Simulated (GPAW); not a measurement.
Ag:

```
Ag
1.0
    -1.65565    1.65565    1.65565
     1.65565   -1.65565    1.65565
     1.65565    1.65565   -1.65565
Ag
1
Direct
  0.00000 0.00000 0.00000
```

This isn't the form of Ag at room conditions, which is fcc.

```yaml
Program: GPAW 26.7.0
Task: relaxation of cell and atoms
Functional: PBEsol
Potentials_or_basis: PAW data sets generated in the run's folder for this functional
Cutoff: 600 eV
Basis: pw
k_mesh: 11 × 11 × 11
Occupations: fermi-dirac, width 0.05 eV
Spin: no spin polarisation
```

At the start: pressure -7.3 GPa; volume 18.15 Å³/atom.

Problem. Where does the relaxation end?

Solution. Over 4 steps the energy falls by 33.4 meV/atom and the volume is 16.80 Å³/atom (-7.5 %); space group Im-3m (No. 229, to 0.05 Å).

The path:
```
step  energy change (eV)  largest force (eV/Å)  pressure (GPa)  volume (Å³)
   1              0.0000                0.0000           -7.25        18.15
   2             -0.0229                0.0000           -4.39        17.53
   3             -0.0330                0.0000            0.78        16.68
   4             -0.0334                0.0000           -0.06        16.80
```

Final structure:
```
Ag
1.0
    -1.61342    1.61342    1.61342
     1.61342   -1.61342    1.61342
     1.61342    1.61342   -1.61342
Ag
1
Direct
  0.00000 0.00000 0.00000
```

Caveat: later steps reuse the first step's grids.
